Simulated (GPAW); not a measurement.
# Ag (Fm-3m) in GPAW: equation of state

How stiff is Ag in PBE, and what volume does it want? The cell is scaled to several volumes.

Everything below comes from runs of GPAW 26.7.0. Logs are shortened: lines on timing, memory, paths and dates and some standing lists are left out, and cuts for length are marked. The log counts tension as positive stress, the text compression.

## (1) The crystal as given

The structure is cubic, space group Fm-3m (No. 225). Conventional cell: a = 4.085 Å, b = 4.085 Å, c = 4.085 Å, α = 90.00°, β = 90.00°, γ = 90.00°. Ag (site symmetry m-3m) has 12 Ag at 2.89 Å as nearest neighbours.

## (2) Equation of state, PBE

run.py

```python
from ase import Atoms
from ase.eos import EquationOfState
from ase.io import Trajectory
from ase.units import GPa
from gpaw import GPAW, PW

atoms = Atoms(['Ag'],
              cell=[[0.0, 2.04275, 2.04275],
                    [2.04275, 0.0, 2.04275],
                    [2.04275, 2.04275, 0.0]],
              scaled_positions=[[0.0, 0.0, 0.0]],
              pbc=True)

traj = Trajectory('eos.traj', 'w')
volumes, energies = [], []
for x in [0.94, 0.96, 0.98, 1.0, 1.02, 1.04, 1.06]:
    a = atoms.copy()
    a.set_cell(atoms.cell * x**(1 / 3), scale_atoms=True)
    calc = GPAW(mode=PW(600),
                xc='PBE',
                kpts={'size': (11, 11, 11), 'gamma': True},
                occupations={'name': 'fermi-dirac', 'width': 0.05},
                nbands=18,
                convergence={'density': 1e-05, 'energy': 1e-05},
                maxiter=150,
                txt=f'eos-{x:.2f}.txt')
    a.calc = calc
    energies.append(a.get_potential_energy(force_consistent=True))
    volumes.append(a.get_volume())
    p = -a.get_stress()[:3].mean() / GPa
    calc.write(f'eos-{x:.2f}.gpw')
    traj.write(a)
    print(f'{x:.2f} {volumes[-1]:10.4f} A^3 {energies[-1]:14.6f} eV {p:9.3f} GPa', flush=True)

v0, e0, B = EquationOfState(volumes, energies, eos='birchmurnaghan').fit()
print(f'V0 = {v0:.4f} A^3, E0 = {e0:.6f} eV, B0 = {B / GPa:.2f} GPa')
```

Potentials or basis: GPAW PAW data sets (gpaw-data 1.2.1), pw.

Command:

```sh
$ OMP_NUM_THREADS=1 python run.py
```

Output:

```text
__  _  _
 | _ |_)|_||  |
 |__||  | ||/\| - 26.7.0

Input parameters:
  mode=PW(ecut=600.0),
  convergence={'density': 1e-05, 'energy': 1e-05},
  kpts=MonkhorstPack(size=(11, 11, 11), gamma=True),
  maxiter=150,
  nbands=18,
  occupations=Occupations(name='fermi-dirac', width=0.05),
  xc=XC(name='PBE')

Diagonalizing LCAO Hamiltonian
Converting LCAO to pw mode

       Ag

Atoms  # Å, Bohr magnetons
|   | symbol |        x |        y |        z |    initial magnetic moments |
|---|--------|----------|----------|----------|-----------------------------|
| 0 |     Ag | 0.000000 | 0.000000 | 0.000000 | ( 0.0000,  0.0000,  0.0000) |

Unit cell  # Å
| periodic |        x |        y |        z |  lengths |    angles |
|----------|----------|----------|----------|----------|-----------|
|      yes | 0.000000 | 2.001050 | 2.001050 | 2.829911 | 60.000000 |
|      yes | 2.001050 | 0.000000 | 2.001050 | 2.829911 | 60.000000 |
|      yes | 2.001050 | 2.001050 | 0.000000 | 2.829911 | 60.000000 |

Number of symmetries: 48
Symmetry operations  # r_c * U_cc + t_c -> r_c
|    | kind |            matrix            |
|----|------|------------------------------|
|  0 |  σ   |  1, 0, 0,  1, 0,-1,  1,-1, 0 |
|  1 |  C2  |  1, 0, 0,  1,-1, 0,  1, 0,-1 |
|  2 |  E   |  1, 0, 0,  0, 1, 0,  0, 0, 1 |
|  3 |  σ   |  1, 0, 0,  0, 0, 1,  0, 1, 0 |
|  4 |  C4  |  1, 0,-1,  1, 0, 0,  1,-1, 0 |
|  5 |  S6  |  1, 0,-1,  1,-1, 0,  1, 0, 0 |
|  6 |  σ   |  1, 0,-1,  0, 1,-1,  0, 0,-1 |
|  7 |  C3  |  1, 0,-1,  0, 0,-1,  0, 1,-1 |
|  8 |  S6  |  1,-1, 0,  1, 0, 0,  1, 0,-1 |
|  9 |  C4  |  1,-1, 0,  1, 0,-1,  1, 0, 0 |
| 10 |  C3  |  1,-1, 0,  0,-1, 1,  0,-1, 0 |
| 11 |  σ   |  1,-1, 0,  0,-1, 0,  0,-1, 1 |
| 12 |  σ   |  0, 1, 0,  1, 0, 0,  0, 0, 1 |
| 13 |  C4  |  0, 1, 0,  0, 1,-1, -1, 1, 0 |
| 14 |  C3  |  0, 1, 0,  0, 0, 1,  1, 0, 0 |
| 15 |  S6  |  0, 1, 0, -1, 1, 0,  0, 1,-1 |
| 16 |  C2  |  0, 1,-1,  1, 0,-1,  0, 0,-1 |
| 17 |  σ   |  0, 1,-1,  0, 1, 0, -1, 1, 0 |
| 18 |  S4  |  0, 1,-1,  0, 0,-1,  1, 0,-1 |
| 19 |  C4  |  0, 1,-1, -1, 1, 0,  0, 1, 0 |
| 20 |  C3  |  0, 0, 1,  1, 0, 0,  0, 1, 0 |
| 21 |  σ   |  0, 0, 1,  0, 1, 0,  1, 0, 0 |
| 22 |  S6  |  0, 0, 1,  0,-1, 1, -1, 0, 1 |
| 23 |  C4  |  0, 0, 1, -1, 0, 1,  0,-1, 1 |
| 24 |  S4  |  0, 0,-1,  1, 0,-1,  0, 1,-1 |
| 25 |  C3  |  0, 0,-1,  0, 1,-1,  1, 0,-1 |
| 26 |  C2  |  0, 0,-1,  0,-1, 0, -1, 0, 0 |
| 27 |  S6  |  0, 0,-1, -1, 0, 0,  0,-1, 0 |
| 28 |  S4  |  0,-1, 1,  1,-1, 0,  0,-1, 0 |
| 29 |  C4  |  0,-1, 1,  0, 0, 1, -1, 0, 1 |
| 30 |  C2  |  0,-1, 1,  0,-1, 0,  1,-1, 0 |
| 31 |  σ   |  0,-1, 1, -1, 0, 1,  0, 0, 1 |
| 32 |  C3  |  0,-1, 0,  1,-1, 0,  0,-1, 1 |
| 33 |  S6  |  0,-1, 0,  0, 0,-1, -1, 0, 0 |
| 34 |  S4  |  0,-1, 0,  0,-1, 1,  1,-1, 0 |
| 35 |  C2  |  0,-1, 0, -1, 0, 0,  0, 0,-1 |
| 36 |  C2  | -1, 1, 0,  0, 1, 0,  0, 1,-1 |
| 37 |  S6  | -1, 1, 0,  0, 1,-1,  0, 1, 0 |
| 38 |  S4  | -1, 1, 0, -1, 0, 1, -1, 0, 0 |
| 39 |  C3  | -1, 1, 0, -1, 0, 0, -1, 0, 1 |
| 40 |  S6  | -1, 0, 1,  0, 0, 1,  0,-1, 1 |
| 41 |  C2  | -1, 0, 1,  0,-1, 1,  0, 0, 1 |
| 42 |  C3  | -1, 0, 1, -1, 1, 0, -1, 0, 0 |
| 43 |  S4  | -1, 0, 1, -1, 0, 0, -1, 1, 0 |
| 44 |  C2  | -1, 0, 0,  0, 0,-1,  0,-1, 0 |
| 45 |  i   | -1, 0, 0,  0,-1, 0,  0, 0,-1 |
| 46 |  σ   | -1, 0, 0, -1, 1, 0, -1, 0, 1 |
| 47 |  C2  | -1, 0, 0, -1, 0, 1, -1, 1, 0 |

BZ-sampling:
  Number of BZ points: 1331
  Number of IBZ points: 56

  Monkhorst-Pack size: [11, 11, 11]
  Monkhorst-Pack shift: [0, 0, 0]

K-points  # in reciprocal-cell coordinates
|     |                                coordinates |     weight |
|-----|--------------------------------------------|------------|
|   0 | (  0.00000000,   0.00000000,   0.00000000) | 0.00075131 |
|   1 | (  0.09090909,   0.09090909,   0.00000000) | 0.00450789 |
|   2 | (  0.09090909,   0.09090909,   0.09090909) | 0.00601052 |
|   3 | (  0.18181818,   0.09090909,   0.09090909) | 0.00901578 |
|   4 | (  0.18181818,   0.18181818,   0.00000000) | 0.00450789 |
|   5 | (  0.18181818,   0.18181818,   0.09090909) | 0.01803156 |
|   6 | (  0.18181818,   0.18181818,   0.18181818) | 0.00601052 |
|   7 | (  0.27272727,   0.18181818,   0.09090909) | 0.01803156 |
|   8 | (  0.27272727,   0.18181818,   0.18181818) | 0.01803156 |
|   9 | (  0.27272727,   0.27272727,   0.00000000) | 0.00450789 |
| ... |                                            |            |
|  55 | (  0.45454545,   0.45454545,   0.45454545) | 0.00601052 |

Plane wave coefficients: 543
Cutoff: 600.0 eV

Spin-components: 1 (collinear spins)
Bands:           18
Projectors:      6
Spin-degeneracy: 2
Datatype:        complex128

Density:
  Valence electrons: 17.0
  Components: 1
  Grid points: [16 16 16]
  Charge: 0.0  # |e|

Potential:
  Grid points: [16 16 16]

species:
  Ag:
    name:    Silver
    Z:       47.0
    valence: 17
    core:    30
    charge:  0.0  # [|e|]
    compensation charges:
      type: gauss
      rc: 0.40  # [Å]
      lmax: 2
    cutoffs:
      filter: 2.35  # [Å]
      core: 2.19  # [Å]
    projectors
    | kind |    occ | energy [eV] | rcut [Å] |
    |------|--------|-------------|----------|
    |   5s |  1.000 |      -4.401 |    1.286 |
    |   4p |  6.000 |     -58.577 |    1.328 |
    |   5p |  0.000 |      -0.738 |    1.328 |
    |   4d | 10.000 |      -7.446 |    1.180 |
    |    s |        |      22.811 |    1.286 |
    |    d |        |      19.766 |    1.180 |

    Using partial waves for Ag as LCAO basis

Reference energy: -144597.826354  # eV

eigensolver:
  PPCG
  Converge bands: occupied
  niter=2

density mixing:
  MSR1-Mixer
  Pratt-step length: 0.05
  Maximum mixing coefficient: 0.75
  Old densities: 10
  SVD Regularization: 0.005
  Good broyden scale: 1.0
  Trust region scale: 1.0
  Backstep threshold: 4.0
  History deletion threshold: 6.0
  Fourier metric: weight=20.0, sigma=0.015

occupation numbers:
  Fermi-Dirac:
    width: 0.0500  # eV

poisson solver:
  ecut: 4800.0  # eV

xc functional:
[... 9 lines left out ...]
|iter     | |      energy | eigst |  dens |
|---------|-|-------------|-------|-------|
|iter:   1| |   -3.081996 | -0.55 |       |
|iter:   2| |   -3.015510 | -3.51 | -1.30 |
|iter:   3| |   -2.810334 | -3.11 | -1.35 |
|iter:   4| |   -2.807149 | -4.27 | -2.14 |
|iter:   5| |   -2.806264 | -4.29 | -2.40 |
|iter:   6| |   -2.806266 | -6.99 | -3.86 |
|iter:   7| |   -2.806266c| -7.39 | -4.12 |
|iter:   8| |   -2.806266c| -8.87c| -5.39c|

Converged in 8 steps
Energy contributions relative to reference atoms: (reference = -144597.826354)

Energy contributions:
  Kinetic:           2.098727
  Coulomb:          -2.703835
  Zero:              0.169414
  External:          0.000000
  Xc:               -2.369684
  Entropy:          -0.001775
  Spinorbit:         0.000000
  ----------------------------
  Free energy:      -2.807154
  Extrapolated:     -2.806266

dipole moment: (-12.522153, -12.522153, -12.522153)  # |e|*Ang

Fermi level: 9.348
Eigenvalues  # (at kpt = [0.000, 0.000, 0.000])
| band index |      eig [eV] | occ [0-2] |
|------------|---------------|-----------|
|          0 |       -46.391 |     2.000 |
|          1 |       -46.391 |     2.000 |
|          2 |       -46.391 |     2.000 |
|          3 |         0.889 |     2.000 |
|          4 |         4.126 |     2.000 |
|          5 |         4.126 |     2.000 |
[... 10 lines left out ...]
|         16 |        35.447 |     0.000 |
|         17 |        41.289 |     0.000 |

No gap
No difference between direct/indirect transitions

Stress tensor  # eV/Ang^3
|         x |         y |         z |
|-----------|-----------|-----------|
| -0.080348 | -0.000000 | -0.000000 |
| -0.000000 | -0.080348 | -0.000000 |
| -0.000000 | -0.000000 | -0.080348 |

# Writing to eos-0.94.gpw (mode='')
```

Run time: 47 s. Hardware: 1 thread of Intel Xeon 6975P-C (Granite Rapids), shared host; peak memory 0.21 GiB.

What came out:

| Property | Result |
| --- | --- |
| Equilibrium volume | 17.79 Å³/atom |
| Bulk modulus | 90 GPa |
| Pressure derivative of the bulk modulus | 6.2 |

Energy against volume, from the lowest point:
```csv
volume (Å³/atom),energy (meV/atom)
16.025,62.59
16.366,38.69
16.707,21.24
17.048,9.43
17.389,2.56
17.730,0.00
18.071,1.18
```

PBE usually gives volumes a little too large and moduli too small. Zero-point motion and thermal expansion aren't in these numbers.
